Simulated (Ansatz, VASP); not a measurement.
**Sb: VASP beside Ansatz**

File INCAR:

```
SYSTEM = Sb
  PREC = Accurate
  ENCUT = 600
  EDIFF = 1E-6
  ISMEAR = 0
  SIGMA = 0.1
  LREAL = .FALSE.
  LASPH = .TRUE.
  NELM = 60
  ALGO = Normal
  ISIF = 3
  LWAVE = .FALSE.
  LCHARG = .FALSE.
  GGA = PS
  IBRION = 2
  NSW = 80
  EDIFFG = -0.05
```

The input KPOINTS:

```
Automatic mesh
0
G
  8 8 8
  0 0 0
```

POSCAR

```
Sb
1.0
    0.0000000000      2.2033871506      2.2033871506
    2.2033871506      0.0000000000      2.2033871506
    2.2033871506      2.2033871506      0.0000000000
Sb
1
Direct
    0.0000000000      0.0000000000      0.0000000000
```

Input for Ansatz:

```yaml
crystal:
  lattice:
    - [0.0, 2.2033871506, 2.2033871506]
    - [2.2033871506, 0.0, 2.2033871506]
    - [2.2033871506, 2.2033871506, 0.0]
  atoms:
    - { symbol: Sb, position: [0.0, 0.0, 0.0] }
basis:
  ecutwfc: 420
kpoints:
  mp_grid: { grid: [8, 8, 8] }
hamiltonian:
  xc: pbesol
scf:
  occupations: { method: gaussian, width: 0.1 }
output:
  forces: true
  stress: true
  eigenvalues: true
relax:
  adjacent_minimum: "off"
  f_tol: 0.05
  max_steps: 60
  cell: { stress_tol: 0.5 }
```

Alike in both runs: task relaxation of cell and atoms; functional PBEsol; k mesh 8 × 8 × 8; occupations gaussian, width 0.1 eV; no spin polarisation.

|  | VASP | Ansatz |
| --- | --- | --- |
| version | VASP 6.6.1 | Ansatz 0.2.0 |
| potentials or method | VASP PAW PBE potentials, release 64 (Sb) | scalar-relativistic, plane waves, PAW |
| plane-wave cutoff (eV) | 600 | 420 |
| valence electrons in the cell | 5 | 15 |

```csv
,VASP,Ansatz,Ansatz less VASP
"gap on the k mesh at the Fermi level, each at its own relaxed structure (eV)",none,none,-
relaxed volume (Å³/atom),26.53,26.40,-0.127
relaxed cell length with the largest relative difference (Å),3.348,3.342,-0.0054
energy change over the relaxation (meV/atom),-294,-291,+3.0
```

A gap of «none» marks a metal or a gap that the smearing closes. The two sets of potentials don't hold the same shells in valence.

Caveats: the volume moved by over 15 % at a fixed basis, so the end points are rough (VASP); the PAW data sets were made with another functional, which shifts forces and pressure a little (VASP). Spin-orbit coupling is left out, which matters for the levels of Sb.
